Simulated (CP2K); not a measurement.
Hf in CP2K: the effect of functional

Hf:

```
CELL_PARAMETERS angstrom
3.07822 0.00000 0.00000
1.47149 2.68087 0.00000
1.96961 1.15184 2.62247
ATOMIC_POSITIONS crystal
Hf 0.00000 0.00000 0.00000
```

This isn't the form of Hf at room conditions, which is hcp.

Alike in all runs:

```yaml
Program: CP2K 2026.2
Potentials_or_basis: POTENTIAL_UZH Hf GTH-PBE-q12; TZVP-MOLOPT-PBE-GTH basis
Density_cutoff: 9184 eV
k_mesh: 11 × 11 × 10
Occupations: fermi-dirac, width 0.05 eV
Spin: no spin polarisation
```

```csv
functional,pressure (GPa)
LDA,-2.8
PBEsol,0.2
rev-vdW-DF2,?
WC,0.4
HLE16,-20.8
TPSS,3.1
```

Question: What does the run with functional rev-vdW-DF2 give?

Answer: Pressure 2.1 GPa.

Caveats: the potentials were made for another functional, which shifts forces and pressure; the basis of atomic orbitals isn't converged, which shifts pressures, moduli and gaps; the potentials were made for a functional far from this one (some runs).

Runs at the PBE level aren't shown here.
